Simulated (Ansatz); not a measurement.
## Nudged elastic band run: Si$_{8}$NO$_{14}$, charge -1

The input (input.yaml):

```yaml
crystal:
  lattice:
    - [-4.1667, -4.1667, 0.0]
    - [4.1667, -4.1667, 0.0]
    - [0.0, 0.0, 5.329]
  atoms:
    - { symbol: Si, position: [0.49864209, 0.49983579, 0.00105533] }
    - { symbol: Si, position: [-0.00135903, 0.49449077, 0.25121876] }
    - { symbol: O, position: [0.19609323, 0.51046605, -0.00131094] }
    - { symbol: "N", position: [-0.00135812, 0.20038618, 0.25121692] }
    - { symbol: O, position: [0.80118776, 0.5104646, -0.00131306] }
    - { symbol: Si, position: [0.49864183, 0.49983647, 0.5013764] }
    - { symbol: Si, position: [-0.00135806, 0.50422382, 0.75121361] }
    - { symbol: O, position: [0.1960962, 0.51045707, 0.50374468] }
    - { symbol: O, position: [-0.0013596, 0.19796156, 0.75121187] }
    - { symbol: O, position: [0.80118567, 0.51045451, 0.50374693] }
    - { symbol: O, position: [-0.00135976, 0.80877183, 0.7512197] }
    - { symbol: Si, position: [-0.00135983, 0.00214553, 0.01533973] }
    - { symbol: Si, position: [0.49864146, -0.00201853, 0.25121796] }
    - { symbol: O, position: [0.6901859, -0.00634046, 0.00089704] }
    - { symbol: O, position: [0.49864172, 0.69254145, 0.25121375] }
    - { symbol: O, position: [0.30709886, -0.0063406, 0.00089735] }
    - { symbol: O, position: [0.49863997, 0.30462552, 0.25121633] }
    - { symbol: Si, position: [-0.00136176, 0.00210322, 0.48703589] }
    - { symbol: Si, position: [0.49864097, -0.00595313, 0.75121497] }
    - { symbol: O, position: [0.6901832, -0.00634049, 0.50153472] }
    - { symbol: O, position: [0.49863951, 0.69192678, 0.75121686] }
    - { symbol: O, position: [0.30709917, -0.00634196, 0.50153386] }
    - { symbol: O, position: [0.49863954, 0.30291824, 0.75121746] }
total_charge: -1
basis:
  ecutwfc: 420.0
kpoints:
  mp_grid: { grid: [2, 2, 2] }
hamiltonian:
  xc: pbe
  pseudopotentials: { kind: paw, azcp: { folder: soft_1 } }
scf:
  occupations: { method: gaussian, width: 0.05 }
  lower_state_search: "off"
  max_iter: 86
neb:
  images: 3
  f_tol: 0.4
  max_iterations: 50
  order_check: false
  final_atoms:
    - { symbol: Si, position: [0.5, 0.5009358, -0.00010191] }
    - { symbol: Si, position: [0.0, 0.5062656, 0.25] }
    - { symbol: O, position: [0.19736375, 0.48997416, -0.00244864] }
    - { symbol: "N", position: [0.0, -0.19966677, 0.25] }
    - { symbol: O, position: [0.80263625, 0.48997416, -0.00244864] }
    - { symbol: Si, position: [0.5, 0.5009358, 0.50010191] }
    - { symbol: Si, position: [0.0, 0.49649548, 0.75] }
    - { symbol: O, position: [0.19736375, 0.48997416, 0.50244864] }
    - { symbol: O, position: [0.0, 0.19180973, 0.75] }
    - { symbol: O, position: [0.80263625, 0.48997416, 0.50244864] }
    - { symbol: O, position: [0.0, 0.80249657, 0.75] }
    - { symbol: Si, position: [0.0, -0.00138717, 0.01412261] }
    - { symbol: Si, position: [0.5, 0.00288901, 0.25] }
    - { symbol: O, position: [0.69153348, 0.00720605, -0.00027986] }
    - { symbol: O, position: [0.5, 0.69609378, 0.25] }
    - { symbol: O, position: [0.30846652, 0.00720605, -0.00027986] }
    - { symbol: O, position: [0.5, 0.30817059, 0.25] }
    - { symbol: Si, position: [0.0, -0.00138717, 0.48587739] }
    - { symbol: Si, position: [0.5, 0.00689779, 0.75] }
    - { symbol: O, position: [0.69153348, 0.00720605, 0.50027986] }
    - { symbol: O, position: [0.5, 0.69792265, 0.75] }
    - { symbol: O, position: [0.30846652, 0.00720605, 0.50027986] }
    - { symbol: O, position: [0.5, 0.30890746, 0.75] }
```

Run as:

```bash
$ ansatz run input.yaml --threads 1 --pin off --max-ram 3072MiB --backend cpu --events-out ev --progress --plain --runs-dir out
```

Output, in part (warnings, iteration lines):

```
NEB end point (image 0): max|allowed force component| = 8.555e-3 eV/Å (the criterion of neb.relax_end_points is 8.000e-2)
NEB end point (image 4): max|allowed force component| = 2.458e-2 eV/Å (the criterion of neb.relax_end_points is 8.000e-2)
NEB iter   1: max|band force component| = 3.922e1 eV/Å  barrier→ = 15.0848 eV  barrier← = 15.0847 eV  Δτ_max = 0.1260 Å  (52 SCF iters)
NEB iter   2: max|band force component| = 1.466e1 eV/Å  barrier→ = 8.4232 eV  barrier← = 8.4231 eV  Δτ_max = 0.0793 Å  (26 SCF iters)
NEB iter   3: max|band force component| = 3.737e0 eV/Å  barrier→ = 6.8731 eV  barrier← = 6.8729 eV  Δτ_max = 0.0292 Å  (26 SCF iters)
NEB iter   4: max|band force component| = 3.367e-1 eV/Å  barrier→ = 6.6807 eV  barrier← = 6.6805 eV  CI = image 2  Δτ_max = 0.0000 Å  (21 SCF iters)
```

It converged. The threshold of 0.4 eV/Å is loose, so the images may lie well off the minimum-energy path. Neighbouring images differ by up to 3.7 eV, so the band resolves the path poorly. The order of the stationary point at the top wasn't checked. Limits of this set-up: coarse k mesh, no spin, though dangling bonds at a vacancy may carry it, a small cell, in which the defect meets its images, charged cell in a uniform background, uncorrected.

Final band:

```tsv
image	path coordinate (Å)	energy (eV)
0	0.00	0.00
1	0.65	2.96
2	1.31	6.68
3	1.96	2.96
4	2.61	0.00
```

Time of the run: 2.3 min on 1 thread of Arm Neoverse V1, on a shared host, peak memory 0.61 GiB.
